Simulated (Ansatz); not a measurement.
PbS:

```xyz
4
Lattice="2.0800 -5.9913 0.0000 2.0800 5.9913 0.0000 0.0000 0.0000 4.2793" Properties=species:S:1:pos:R:3 pbc="T T T"
Pb    2.0800    4.4268    1.0698
Pb    2.0800   -4.4268    3.2095
S     2.0800    1.7399    1.0698
S     2.0800   -1.7399    3.2095
```

Measurements of this composition are mostly on another form, of space group No. 225.

```yaml
Program: Ansatz 0.2.0
Task: relaxation of cell and atoms
Functional: BLYP
Dispersion: D3(BJ)
Potentials_or_basis: Ansatz PAW
Cutoff: "420 eV (not typed: the program's choice for these potentials)"
k_mesh: 7 × 7 × 6
Occupations: fermi-dirac, width 0.05 eV
Spin: no spin polarisation
```

At the start: volume 26.66 Å³/atom.

Problem. Where does the relaxation end?

Solution. It ends after 7 steps and the volume is 25.94 Å³/atom (-2.7 %); space group Cmcm (No. 63, to 0.05 Å).

Step by step:
| step | energy change (eV) | largest force (eV/Å) | volume (Å³) |
| --- | --- | --- | --- |
| 1 | 0.0000 | 0.2547 | 106.65 |
| 2 | -0.0210 | 0.0569 | 104.42 |
| 3 | -0.0223 | 0.0240 | 103.77 |
| 4 | -0.0225 | 0.0195 | 104.08 |
| 5 | -0.0228 | 0.0109 | 103.60 |
| 6 | -0.0228 | 0.0002 | 103.77 |
| 7 | -0.0226 | 0.0002 | 103.77 |

Final structure:
```xyz
4
Lattice="2.0632 -5.8496 0.0000 2.0632 5.8496 0.0000 0.0000 0.0000 4.2992" Properties=species:S:1:pos:R:3 pbc="T T T"
Pb    2.0632    4.3700    1.0748
Pb    2.0632   -4.3700    3.2244
S     2.0632    1.6462    1.0748
S     2.0632   -1.6462    3.2244
```

Caveat: the plane-wave basis is chosen anew once the cell has moved, so the energies of steps on either side of that aren't comparable; the PAW data sets come from PBE, with cores solved anew for the run's functional, which leaves a small shift of forces and pressure.
